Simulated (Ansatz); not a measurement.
## Fe: pressure and energy less free atoms as volume per atom varies

Results calculated with Ansatz 0.2.0, not measured. Periodic Kohn-Sham DFT of a crystal at fixed atoms; pressure and stress are positive in compression; the energy is the free energy less that of spherical unpolarised free atoms; site moments are those in the method's own spheres, positive along +z.

Cell of the first row (space group P6_3/mmc, No. 194):
```
cell vectors (Å)
   2.3845     0.0000     0.0000
  -1.1922     2.0650     0.0000
   0.0000     0.0000     3.7635
atoms (fractions of the cell vectors)
Fe  0.33333  0.66667  0.25000
Fe  0.66667  0.33333  0.75000
```

Settings of every row: method all-electron LAPW; functional PBEsol; relativity scalar; k mesh 17x17x10; filling fermi-dirac; smearing width 0.08 eV; basis error target 0.25 meV/atom; nucleus gaussian.

Atom start moment: 0 on all atoms.

Limits: the cell comes from a prototype or a list of computed structures and needn't be the stable phase.

| row | volume per atom (Å³) | pressure (GPa) | energy less free atoms (eV/atom) |
| --- | --- | --- | --- |
| 1 | 9.266 | 21.346 | -9.781 |
| 2 | 9.271 | 21.125 | -9.7817 |
| 3 | 9.463 | 12.953 | -9.802 |
| 4 | 9.66 | 5.448 | -9.8133 |
| 5 | 9.759 | ? | ? |
| 6 | 9.857 | -1.262 | -9.8158 |
| 7 | 9.956 | -4.346 | -9.814 |
| 8 | 10.054 | -7.261 | -9.8104 |
| 9 | 10.251 | -12.622 | -9.7981 |
| 10 | 10.448 | -17.411 | -9.7796 |

Question: what pressure and energy less free atoms should row 5 give?

Worked fit of pressure. Take u = (V_r/V)^(2/3) − 1 with V_r = 9.857 Å³ an atom, which is twice the finite (Eulerian) strain; such expansions in the strain, on which the Birch-Murnaghan equation of state is built, carry the rest volume and the bulk modulus. The shown rows have u = 0.04208, 0.04171, 0.02757, 0.01355, 0, -0.00664, -0.01311, -0.02579, -0.03808. Least squares give pressure = −1.2586 + 475.791 × u + 1404.1 × u² + 1306 × u³ GPa; a parabola predicts inner rows, each left out in turn, worse (root mean square 0.023 against 0.0066 GPa). The rows lie off it by 0.000, 0.001, -0.001, -0.001, -0.003, 0.010, -0.003, -0.004, 0.002 (root mean square 0.004 GPa). The pressure vanishes at u = 0.0026, or V = 9.818 Å³ an atom, and there the bulk modulus at fixed shape and fractions is B = −V dP/dV = (2/3)(1 + u) dP/du = 323 GPa. Letting shape and atoms relax would as a rule lower it, by much in layered, chain or molecular crystals. The withheld row has u = 0.00668, so the fit gives −1.2586 + 475.791 × (0.00668) + 1404.1 × (0.00668)² + 1306 × (0.00668)³ = 1.983 GPa.

The calculation gave 1.999 GPa. The fit lies 0.016 GPa (0.041 % of the column's range) below it; its largest miss of a shown row is 0.010 GPa.

Worked fit of energy less free atoms. Take u = (V_r/V)^(2/3) − 1 with V_r = 9.857 Å³ an atom, which is twice the finite (Eulerian) strain; such expansions in the strain, on which the Birch-Murnaghan equation of state is built, carry the rest volume and the bulk modulus. The shown rows have u = 0.04208, 0.04171, 0.02757, 0.01355, 0, -0.00664, -0.01311, -0.02579, -0.03808. Least squares give energy less free atoms = −9.81576 − 0.1183 × u + 22.121 × u² + 7.4 × u³ eV/atom; a parabola predicts inner rows, each left out in turn, worse (root mean square 0.00012 against 5.2e-05 eV/atom). The rows lie off it by 0.0000, 0.0000, 0.0001, 0.0000, 0.0000, 0.0000, 0.0000, 0.0000, 0.0000. Its lowest point lies at u = 0.0027, or V = 9.818 Å³ an atom, and the curvature there gives the bulk modulus at fixed shape and fractions, B = (4/9)(1 + u)² E″(u)/V = 323 GPa. Letting shape and atoms relax would as a rule lower it, by much in layered, chain or molecular crystals. The withheld row has u = 0.00668, so the fit gives −9.81576 − 0.1183 × (0.00668) + 22.121 × (0.00668)² + 7.4 × (0.00668)³ = -9.8156 eV/atom.

The calculation gave -9.8155 eV/atom. The fit lies 0.0001 eV/atom (0.28 % of the column's range) below it, one unit of the last digit.
